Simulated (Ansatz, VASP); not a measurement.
**BAs: VASP beside Ansatz**

The input INCAR:

```
PREC     = Accurate       # precision mode
ENCUT    = 520            # plane-wave cutoff, eV
EDIFF    = 1E-7           # SCF threshold, eV
ISMEAR   = 0              # smearing method
SIGMA    = 0.05           # smearing width, eV
LREAL    = False          # projectors in reciprocal space
LASPH    = True           # aspherical terms in the spheres
NELM     = 60             # most SCF steps
ALGO     = Normal         # electronic algorithm
ISIF     = 2              # what is computed and relaxed
LWAVE    = False          # write WAVECAR
LCHARG   = False          # write CHGCAR
GGA      = PE             # functional
NBANDS   = 11             # bands
```

KPOINTS

```
Automatic mesh
0
Gamma
  10 10 10
```

POSCAR

```
BAs
1.0
    0.0000000000      2.4044111616      2.5967640545
    2.4044111616      0.0000000000      2.5967640545
    2.4044111616      2.4044111616      0.0000000000
B As
1 1
Direct
    0.0000000000      0.0000000000      0.0000000000
    0.7500000000      0.7500000000      0.7500000000
```

Input for Ansatz:

```yaml
crystal:
  lattice:
    - [0.0, 2.4044111616, 2.5967640545]
    - [2.4044111616, 0.0, 2.5967640545]
    - [2.4044111616, 2.4044111616, 0.0]
  atoms:
    - { symbol: B, position: [0.0, 0.0, 0.0] }
    - { symbol: As, position: [0.75, 0.75, 0.75] }
basis:
  ecutwfc: 420
kpoints:
  mp_grid: { grid: [10, 10, 10] }
hamiltonian:
  xc: pbe
scf:
  occupations: { method: gaussian, width: 0.05 }
output:
  forces: true
  stress: true
  eigenvalues: true
```

Change from the starting cell: strain +0.000 along x and y, +0.080 along z, atoms carried along.

Alike in both runs: task single point; functional PBE; k mesh 10 × 10 × 10; occupations gaussian, width 0.05 eV; no spin polarisation.

|  | VASP | Ansatz |
| --- | --- | --- |
| version | VASP 6.6.1 | Ansatz 0.2.0 |
| potentials or method | VASP PAW PBE potentials, release 64 (B, As) | scalar-relativistic, plane waves, PAW |
| plane-wave cutoff (eV) | 520 | 420 |
| valence electrons in the cell | 8 | 18 |

VASP gave:

* gap on the k mesh at the Fermi level (eV): 0.73
* least direct gap on the mesh (eV): 2.78
* pressure (GPa): -8.1
* largest component of the traceless stress (GPa): 10.63

Q: What did Ansatz give for the same quantities?

A: gap on the k mesh at the Fermi level (eV): 0.73; least direct gap on the mesh (eV): 2.78; pressure (GPa): -8.5; largest component of the traceless stress (GPa): 10.66.

The two sets of potentials don't hold the same shells in valence.

A k mesh can miss the band edges.
